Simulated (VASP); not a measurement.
Here is a VASP 6.6.1 calculation.

Contents of INCAR:

```
SYSTEM = TiO2
PREC = Accurate
ENCUT = 520
EDIFF = 1E-6
ISMEAR = 0
SIGMA = 0.03
LREAL = .FALSE.
LASPH = .TRUE.
NELM = 80
ALGO = Normal
ISIF = 2
LWAVE = .FALSE.
LCHARG = .FALSE.
LDIPOL = .TRUE.
IDIPOL = 3
DIPOL = 0.5 0.5 0.500
GGA = PS
LVHAR = .TRUE.
LVACPOTAV = .TRUE.
ICORELEVEL = 1
KPAR = 4
```

Contents of KPOINTS:

```
Automatic mesh
0
G
  9 4 1
  0 0 0
```

POSCAR

```
TiO2                                    
1.0
    2.9417410000      0.0000000000      0.0000000000
    0.0000000000      6.4950685300      0.0000000000
    0.0000000000      0.0000000000     20.7893793300
  O               Ti            
     8     4
Direct
     0.0000000000000000    0.0000000000000000    0.3560961064037206
     0.5000000000000000    0.3096094879880377    0.4165240348259865
     0.5000000000000000    0.6903905120119622    0.4165240348259865
     0.0000000000000000    0.0000000000000000    0.4797343030785249
     0.0000000000000000    0.5000000000000000    0.5202656969214755
     0.5000000000000000    0.8096094879880378    0.5834759651740136
     0.5000000000000000    0.1903905120119624    0.5834759651740136
     0.0000000000000000    0.5000000000000000    0.6439038935962794
     0.0000000000000000    0.5000000000000000    0.4349745617110090
     0.5000000000000000    0.0000000000000000    0.4070650818266134
     0.0000000000000000    0.0000000000000000    0.5650254382889910
     0.5000000000000000    0.5000000000000000    0.5929349181733866
```

Potentials or basis: VASP PAW PBE potentials, release 64 (O, Ti_sv).

Run with:

```bash
$ cat potpaw_PBE.64/O/POTCAR potpaw_PBE.64/Ti_sv/POTCAR > POTCAR
$ mpirun -np 4 vasp_std > vasp.out
```

Q: What does it give for the ionisation potential of the upper face?

A: 7.54 eV.

Q: Predict the band gap on the k mesh.

A: 2.36 eV, direct.

Q: Predict the largest force.

A: 0.019 eV/Å.

Core levels (eV, on the scale of the bands):
```csv
atom,levels
1 O,1s -508.0
2 O,1s -508.2
3 O,1s -508.2
4 O,1s -508.4
5 O,1s -508.4
6 O,1s -508.2
```

Caveat: the PAW data sets were made with another functional, which shifts forces and pressure a little. A hybrid or GW would open this gap; PBEsol tends to underestimate it.
